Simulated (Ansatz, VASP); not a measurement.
## Ga: VASP beside Ansatz

```
Ga
1.0
     0.00000    2.13979    2.13979
     2.13979    0.00000    2.13979
     2.13979    2.13979    0.00000
Ga
1
Direct
  0.00000 0.00000 0.00000
```

The cell was built by a generator and needn't be a form met in nature.

Alike in both runs: task relaxation of cell and atoms; functional revPBE; k mesh 13 × 13 × 13; occupations fermi-dirac, width 0.1 eV; no spin polarisation.

```csv
,VASP,Ansatz
version,VASP 6.6.1,Ansatz 0.2.0
potentials or method,"VASP PAW PBE potentials, release 64 (Ga_d)","plane waves (420 eV) with PAW, scalar-relativistic"
plane-wave cutoff (eV),600,420
valence electrons in the cell,13,13
```

|  | VASP | Ansatz | Ansatz less VASP |
| --- | --- | --- | --- |
| relaxed volume (Å³/atom) | 19.53 | 19.50 | -0.023 |
| relaxed cell length with the largest relative difference (Å) | 3.023 | 3.021 | -0.0012 |

Caveats: the PAW data sets were made with another functional, which shifts forces and pressure a little (VASP).
